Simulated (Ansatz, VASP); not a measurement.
AlN: VASP beside Ansatz

The input INCAR:

```
  ALGO = Normal
  EDIFF = 1E-6
  ENCUT = 520
  GGA = PE
  ISIF = 2
  ISMEAR = 0
  LASPH = T
  LCHARG = F
  LREAL = F
  LWAVE = F
  NBANDS = 16
  NELM = 100
  PREC = Accurate
  SIGMA = 0.05
```

KPOINTS

```
k-points
0
Gamma
  9 9 6
```

Contents of POSCAR:

```
AlN
1.0
    3.1478000000      0.0000000000      0.0000000000
   -1.5739000000      2.7260747660      0.0000000000
    0.0000000000      0.0000000000      3.9363000000
Al N
2 2
Direct
    0.3333333333      0.6666666667      0.7500000000
    0.6666666667      0.3333333333      0.2500000000
    0.3333333333      0.6666666667      0.2500000000
    0.6666666667      0.3333333333      0.7500000000
```

Input for Ansatz:

```yaml
crystal:
  lattice:
    - [3.1478, 0.0, 0.0]
    - [-1.5739, 2.726074766, 0.0]
    - [0.0, 0.0, 3.9363]
  atoms:
    - { symbol: Al, position: [0.3333333333, 0.6666666667, 0.75] }
    - { symbol: Al, position: [0.6666666667, 0.3333333333, 0.25] }
    - { symbol: "N", position: [0.3333333333, 0.6666666667, 0.25] }
    - { symbol: "N", position: [0.6666666667, 0.3333333333, 0.75] }
basis:
  ecutwfc: 520.0
kpoints:
  mp_grid: { grid: [9, 9, 6] }
hamiltonian:
  xc: pbe
  pseudopotentials: { kind: paw, azcp: { folder: soft_1 } }
scf:
  occupations: { method: gaussian, width: 0.05 }
output:
  forces: true
  stress: true
  eigenvalues: true
```

Alike in both runs: task single point; functional PBE; k mesh 9 × 9 × 6; occupations gaussian, width 0.05 eV; no spin polarisation.

```csv
,VASP,Ansatz
version,VASP 6.6.1,Ansatz 0.2.0
potentials or method,"VASP PAW PBE potentials, release 64 (Al, N)","scalar-relativistic, plane waves, PAW"
plane-wave cutoff (eV),520,520
valence electrons in the cell,16,16
```

```csv
,VASP,Ansatz,Ansatz less VASP
gap on the k mesh at the Fermi level (eV),4.41,4.42,+0.017
least direct gap on the mesh (eV),4.49,4.47,-0.017
```

The functional is the same, so the differences come from potentials, cutoffs and numerics.

Caveats: an odd mesh through Γ misses points on the zone boundary, where band edges often lie. As with any semilocal functional, this PBE gap is likely too small.
